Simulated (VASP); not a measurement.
A run of VASP 6.6.1 is set up as follows.

File INCAR:

```
  PREC = Accurate
  ENCUT = 520
  EDIFF = 1E-6
  ISMEAR = 0
  SIGMA = 0.05
  LREAL = F
  LASPH = T
  NELM = 100
  ALGO = Normal
  ISIF = 2
  LWAVE = F
  LCHARG = T
  GGA = CA
  LELF = T
  LVHAR = T
  NBANDS = 15
```

The input KPOINTS:

```
regular mesh
0
Gamma
  8 8 8
```

Contents of POSCAR:

```
KF
1.0
    3.2589550000      0.0000000000      0.0000000000
    0.0000000000      3.2589550000      0.0000000000
    0.0000000000      0.0000000000      3.1611863500
K F
1 1
Direct
    0.0000000000      0.0000000000      0.0000000000
    0.5000000000      0.5000000000      0.5000000000
```

Potentials or basis: VASP PAW LDA potentials, release 64 (K_sv, F).

The run is started by

```console
$ cat potpaw_LDA.64/K_sv/POTCAR potpaw_LDA.64/F/POTCAR > POTCAR
$ mpirun -np 1 vasp_std > vasp.out
```

(1) Predict the pressure.

(2) Estimate the band gap on the k mesh.

## Answers

(1) -5.0 GPa.

(2) 6.04 eV, indirect (least direct gap 6.09 eV).
